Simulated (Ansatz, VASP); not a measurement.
## In3As in VASP and in Ansatz

```
CELL_PARAMETERS angstrom
-3.03437 3.03437 3.14098
3.03437 -3.03437 3.14098
3.03437 3.03437 -3.14098
ATOMIC_POSITIONS crystal
In 0.50000 0.50000 0.00000
In 0.75000 0.25000 0.50000
In 0.25000 0.75000 0.50000
As 0.00000 0.00000 0.00000
```

Alike in both runs: task single point; functional PBE; k mesh 4 × 4 × 4; occupations gaussian, width 0.1 eV; no spin polarisation.

|  | VASP | Ansatz |
| --- | --- | --- |
| version | VASP 6.6.1 | Ansatz 0.2.0 |
| potentials or method | VASP PAW PBE potentials, release 64 (In_d, As) | scalar-relativistic, plane waves, PAW |
| plane-wave cutoff (eV) | 520 | 420 |
| valence electrons in the cell | 44 | 54 |

|  | VASP | Ansatz | Ansatz less VASP |
| --- | --- | --- | --- |
| gap on the k mesh at the Fermi level (eV) | none | none | - |
| pressure (GPa) | -2.9 | -2.9 | +0.03 |
| largest component of the traceless stress (GPa) | 0.86 | 0.86 | -0.004 |

A gap of «none» marks a metal or a gap that the smearing closes. The two sets of potentials don't hold the same shells in valence.

Caveats: the k mesh is coarse (spacing up to 0.37 Å⁻¹), so the values aren't converged.
